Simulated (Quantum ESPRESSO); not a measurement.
**How a distortion at fixed volume moves the moments of CoO**

Wanted: the trend of the moments of CoO with a distortion at fixed volume.

Program: Quantum ESPRESSO 7.5. Level of theory: PBE with U = 3.5 eV on Co d (ortho-atomic projectors); plane waves with GBRV 1.5 PBE potentials, no spin-orbit coupling. Results are calculated unless marked as measured.

### Step 1. Starting point

It takes space group Fm-3m (No. 225, cubic). Conventional cell: a = 4.261 Å, b = 4.261 Å, c = 4.261 Å, α = 90.00°, β = 90.00°, γ = 90.00°. Nearest to Co lie 6 O at 2.13 Å. Nearest to O lie 6 Co at 2.13 Å. Farther neighbours and most contacts between anions are not listed.

The lattice constants were typed from memory of published values and not checked against a source.

### Step 2. Factor along z 0.9043, ferro +

Lengths along Cartesian z scale by the factor and those normal to it by its inverse root. Atoms keep their fractional places. Seeded atoms are those given a starting moment.

pw.in

```
&CONTROL
  calculation = 'scf'
  prefix = 'pwscf'
  outdir = './tmp'
  pseudo_dir = './pseudo'
  disk_io = 'nowf'
  tprnfor = .true.
  tstress = .true.
/
&SYSTEM
  ibrav = 0
  celldm(1) = 8
  nat = 2
  ntyp = 2
  ecutwfc = 40
  ecutrho = 280
  nbnd = 20
  occupations = 'smearing'
  smearing = 'fd'
  degauss = 0.00367493
  nspin = 2
  starting_magnetization(1) = 0.1765
  starting_magnetization(2) = 0
/
&ELECTRONS
  conv_thr = 4d-09
  electron_maxstep = 150
  mixing_beta = 0.3
/
ATOMIC_SPECIES
Co     58.9332 co_pbe_v1.2.uspp.F.UPF
O      15.9990 o_pbe_v1.2.uspp.F.UPF
CELL_PARAMETERS alat
   0.0000000000000    0.5292174467432    0.4550959277688
   0.5292174467432    0.0000000000000    0.4550959277688
   0.5292174467432    0.5292174467432    0.0000000000000
ATOMIC_POSITIONS crystal
Co      0.0000000000    0.0000000000    0.0000000000
O       0.5000000000    0.5000000000    0.5000000000
K_POINTS automatic
10 10 10 0 0 0
HUBBARD {ortho-atomic}
U Co-3d 3.5000
```

Launch:

```
OMP_NUM_THREADS=1 mpirun -n 4 pw.x -nk 4 -in pw.in > pw.out
```

What it wrote:

```text
Program PWSCF v.7.5 starts

     Message from routine setup:
     using ibrav=0 with symmetry is DISCOURAGED, use correct ibrav instead

     K-points division:     npool     =       4
     Subspace diagonalization in iterative solution of the eigenvalue problem:

     bravais-lattice index     =            0
     lattice parameter (alat)  =       8.0000  a.u.
     unit-cell volume          =     130.5182 (a.u.)^3
     number of atoms/cell      =            2
     number of atomic types    =            2
     number of electrons       =        23.00
     number of Kohn-Sham states=           20
     kinetic-energy cutoff     =      40.0000  Ry
     charge density cutoff     =     280.0000  Ry
     scf convergence threshold =      4.0E-09
     mixing beta               =       0.3000
     number of iterations used =            8  plain     mixing
     Exchange-correlation= SLA  PW   PBE  PBE
                           (   1   4   3   4   0   0   0)
     Hubbard projectors: ortho-atomic
     Hubbard parameters of DFT+U (Dudarev formulation) in eV:
     U(Co-3d) =  3.5000

     Internal variables: lda_plus_u =T, lda_plus_u_kind = 0

     Internal variables: orbital_resolved =F, hub_pot_fix =F, apply_U = F

     celldm(1)=   8.000000  celldm(2)=   0.000000  celldm(3)=   0.000000
     celldm(4)=   0.000000  celldm(5)=   0.000000  celldm(6)=   0.000000

     crystal axes: (cart. coord. in units of alat)
               a(1) = (   0.000000   0.529217   0.455096 )
               a(2) = (   0.529217   0.000000   0.455096 )
               a(3) = (   0.529217   0.529217   0.000000 )

     reciprocal axes: (cart. coord. in units 2 pi/alat)
               b(1) = ( -0.944791  0.944791  1.098669 )
               b(2) = (  0.944791 -0.944791  1.098669 )
               b(3) = (  0.944791  0.944791 -1.098669 )

     PseudoPot. # 1 for Co read from file:
     co_pbe_v1.2.uspp.F.UPF
     Pseudo is Ultrasoft + core correction, Zval = 17.0

     PseudoPot. # 2 for O  read from file:
     o_pbe_v1.2.uspp.F.UPF
     Pseudo is Ultrasoft + core correction, Zval =  6.0

     atomic species   valence    mass     pseudopotential
     Co               17.00    58.93320     Co( 1.00)
     O                 6.00    15.99900     O ( 1.00)

     Starting magnetic structure
     atomic species   magnetization
     Co              0.176
     O               0.000

     16 Sym. Ops., with inversion, found

   Cartesian axes

     site n.     atom                  positions (alat units)
         1        Co     tau(   1) = (   0.0000000   0.0000000   0.0000000  )
         2        O      tau(   2) = (   0.5292174   0.5292174   0.4550959  )

     number of k points=   102  Fermi-Dirac smearing, width (Ry)=  0.0037

     Number of k-points >= 100: set verbosity='high' to print them.

     Dense  grid:    10299 G-vectors     FFT dimensions: (  30,  30,  32)

     Smooth grid:     4423 G-vectors     FFT dimensions: (  24,  24,  25)

     Check: negative core charge=   -0.000038
     Generating pointlists ...
     new r_m :   0.1877 (alat units)  1.5018 (a.u.) for type    1
     new r_m :   0.1877 (alat units)  1.5018 (a.u.) for type    2

     Initial potential from superposition of free atoms

     starting charge      22.0000, renormalised to      23.0000

     STARTING HUBBARD OCCUPATIONS:

     =================== HUBBARD OCCUPATIONS ===================
     ------------------------ ATOM    1 ------------------------
     Tr[ns(  1)] (up, down, total) =   5.00000  2.00000  7.00000
     Atomic magnetic moment for atom   1 =   3.00000
     [... lines left out ...]
     Number of occupied Hubbard levels =    7.0000

     Atomic wfc used for Hubbard projectors are orthogonalized

     Starting wfcs are   17 randomized atomic wfcs +    3 random wfcs

     Self-consistent Calculation

     iteration #  1     ecut=    40.00 Ry     beta= 0.30
     Davidson diagonalization with overlap
     ethr =  1.00E-02,  avg # of iterations =  4.9

     =================== HUBBARD OCCUPATIONS ===================
     ------------------------ ATOM    1 ------------------------
     Tr[ns(  1)] (up, down, total) =   4.58132  0.96066  5.54198
     Atomic magnetic moment for atom   1 =   3.62065
     [... lines left out ...]
     Number of occupied Hubbard levels =    5.5420

     total energy              =    -328.75345648 Ry
     estimated scf accuracy    <       6.16589851 Ry

     total magnetization       =     3.55 Bohr mag/cell
     absolute magnetization    =     3.65 Bohr mag/cell

     iteration #  2     ecut=    40.00 Ry     beta= 0.30
     Davidson diagonalization with overlap
     ethr =  1.00E-02,  avg # of iterations =  2.0

     total energy              =    -329.72870779 Ry
     estimated scf accuracy    <       5.21783772 Ry

     total magnetization       =     0.98 Bohr mag/cell
     absolute magnetization    =     1.02 Bohr mag/cell

     [... further iterations left out ...]

     iteration # 12     ecut=    40.00 Ry     beta= 0.30
     Davidson diagonalization with overlap
     ethr =  2.76E-10,  avg # of iterations =  1.7

     total energy              =    -330.60680603 Ry
     estimated scf accuracy    <          9.1E-09 Ry

     total magnetization       =     3.00 Bohr mag/cell
     absolute magnetization    =     3.02 Bohr mag/cell

     iteration # 13     ecut=    40.00 Ry     beta= 0.30
     Davidson diagonalization with overlap
     ethr =  3.96E-11,  avg # of iterations =  2.0

     Magnetic moment per site  (integrated on atomic sphere of radius R)
     atom   1 (R=0.188)  charge= 14.1393  magn=  2.5080
     atom   2 (R=0.188)  charge=  5.3352  magn=  0.2821

     End of self-consistent calculation

     =================== HUBBARD OCCUPATIONS ===================
     ------------------------ ATOM    1 ------------------------
     Tr[ns(  1)] (up, down, total) =   4.96725  2.32176  7.28901
     Atomic magnetic moment for atom   1 =   2.64548
     [... lines left out ...]
     Number of occupied Hubbard levels =    7.2890

     Number of k-points >= 100: set verbosity='high' to print the bands.

     the Fermi energy is    13.7972 ev

!    total energy              =    -330.60680606 Ry
     estimated scf accuracy    <          2.5E-10 Ry
     smearing contrib. (-TS)   =      -0.00105111 Ry
     internal energy E=F+TS    =    -330.60575495 Ry

     The total energy is F=E-TS. E is the sum of the following terms:
     one-electron contribution =    -184.89117291 Ry
     hartree contribution      =     105.81960059 Ry
     xc contribution           =     -40.08188361 Ry
     ewald contribution        =    -211.55049186 Ry
     Hubbard energy            =       0.09819285 Ry

     total magnetization       =     3.00 Bohr mag/cell
     absolute magnetization    =     3.02 Bohr mag/cell

     convergence has been achieved in  13 iterations

     Forces acting on atoms (cartesian axes, Ry/au):

     atom    1 type  1   force =     0.00000000   -0.00000000    0.00000000
     atom    2 type  2   force =    -0.00000000    0.00000000   -0.00000000

     Total force =     0.000000     Total SCF correction =     0.000000

     Computing stress (Cartesian axis) and pressure

          total   stress  (Ry/bohr**3)                   (kbar)     P=      108.08
   0.00033140   0.00000000   0.00000000           48.75        0.00        0.00
   0.00000000   0.00033140  -0.00000000            0.00       48.75       -0.00
  -0.00000000  -0.00000000   0.00154128           -0.00       -0.00      226.73

=------------------------------------------------------------------------------=
   JOB DONE.
=------------------------------------------------------------------------------=
```

Wall time 9.1 s (4 MPI ranks of AMD EPYC 9B14 (Zen 4), shared host); peak memory 0.31 GiB.

Spin moment in the atom's sphere by atom:

| atom | spin moment in the atom's sphere (μB) |
| --- | --- |
| Co1 | 2.51 |
| O2 | 0.28 |

Read from the output:

```yaml
smearing_term_ts: 0.01430 eV
pressure: 10.81 GPa
magnetization: 3 μB
absolute_magnetization: 3.023 μB
final_state: ferromagnetic
```

### Step 3. Factor along z 0.9043, antiferro q=(0,0,1/2) +-

The wavevector q is in fractions of the reciprocal vectors of the crystal's primitive cell, as the cells of these inputs are built from it; moments change sign between cells as cos(2π q·R).

pw.in

```
&CONTROL
  calculation = 'scf'
  prefix = 'pwscf'
  outdir = './tmp'
  pseudo_dir = './pseudo'
  disk_io = 'nowf'
  tprnfor = .true.
  tstress = .true.
/
&SYSTEM
  ibrav = 0
  celldm(1) = 8
  nat = 4
  ntyp = 3
  ecutwfc = 40
  ecutrho = 280
  nbnd = 32
  occupations = 'smearing'
  smearing = 'fd'
  degauss = 0.00367493
  nspin = 2
  starting_magnetization(1) = 0.1765
  starting_magnetization(2) = -0.1765
  starting_magnetization(3) = 0
/
&ELECTRONS
  conv_thr = 8d-09
  electron_maxstep = 150
  mixing_beta = 0.3
/
ATOMIC_SPECIES
Co1    58.9332 co_pbe_v1.2.uspp.F.UPF
Co2    58.9332 co_pbe_v1.2.uspp.F.UPF
O      15.9990 o_pbe_v1.2.uspp.F.UPF
CELL_PARAMETERS alat
   0.0000000000000    0.5292174467432    0.4550959277688
   0.5292174467432    0.0000000000000    0.4550959277688
   1.0584348934863    1.0584348934863    0.0000000000000
ATOMIC_POSITIONS crystal
Co1     0.0000000000    0.0000000000    0.0000000000
Co2     0.0000000000    0.0000000000    0.5000000000
O       0.5000000000    0.5000000000    0.2500000000
O       0.5000000000    0.5000000000    0.7500000000
K_POINTS automatic
10 10 5 0 0 0
HUBBARD {ortho-atomic}
U Co1-3d 3.5000
U Co2-3d 3.5000
```

What it wrote:

```text
     [... lines left out ...]
Program PWSCF v.7.5 starts
     [... lines left out ...]
     number of atoms/cell      =            4
     [... lines left out ...]
     number of electrons       =        46.00
     number of Kohn-Sham states=           32
     kinetic-energy cutoff     =      40.0000  Ry
     charge density cutoff     =     280.0000  Ry
     scf convergence threshold =      8.0E-09
     [... lines left out ...]
      4 Sym. Ops., with inversion, found
     [... lines left out ...]
     number of k points=   141  Fermi-Dirac smearing, width (Ry)=  0.0037
     [... lines left out ...]
     iteration # 29     ecut=    40.00 Ry     beta= 0.30
     [... lines left out ...]
     Magnetic moment per site  (integrated on atomic sphere of radius R)
     atom   1 (R=0.188)  charge= 14.1522  magn=  2.4330
     atom   2 (R=0.188)  charge= 14.1522  magn= -2.4329
     atom   3 (R=0.188)  charge=  5.3259  magn=  0.0000
     atom   4 (R=0.188)  charge=  5.3259  magn=  0.0000
     [... lines left out ...]
     Tr[ns(  1)] (up, down, total) =   4.94985  2.36718  7.31703
     [... lines left out ...]
     Tr[ns(  2)] (up, down, total) =   2.36723  4.94985  7.31708
     [... lines left out ...]
     the Fermi energy is    13.7456 ev
!    total energy              =    -661.21329145 Ry
     estimated scf accuracy    <          2.7E-09 Ry
     smearing contrib. (-TS)   =      -0.00213056 Ry
     [... lines left out ...]
     total magnetization       =     0.00 Bohr mag/cell
     absolute magnetization    =     5.37 Bohr mag/cell
     convergence has been achieved in  29 iterations
     [... lines left out ...]
     Total force =     0.000009     Total SCF correction =     0.000046
     [... lines left out ...]
          total   stress  (Ry/bohr**3)                   (kbar)     P=       92.06
     [... lines left out ...]
```

It took 72 s on 4 MPI ranks; peak memory 0.55 GiB; 4.8 min of CPU time.

Spin moment in the atom's sphere by atom:

| atom | spin moment in the atom's sphere (μB) |
| --- | --- |
| Co1 | 2.43 |
| Co2 | -2.43 |
| O3 | 0.00 |
| O4 | 0.00 |

Read from the output:

```yaml
smearing_term_ts: 0.02899 eV
pressure: 9.206 GPa
magnetization: 0 μB
absolute_magnetization: 5.37 μB
final_state: antiferromagnetic
```

[end of part 1 of 2]

[Logs and program files are shortened in this print: banners, set-up blocks, solver, clock and traceback lines can be left out without a mark of their own.]

[Logs are printed without paths, hosts, clocks, repeated set-up lines and the standing remarks that a program may print on its own settings, such as how far it seeks lower states.]

[Hosts, paths, dates, database ids (printed as entryN), source tags and the programs' standing remarks are cut or masked in the printed files.]

[Where a cell is said to come from a database of computed structures, the database is the Materials Project.]
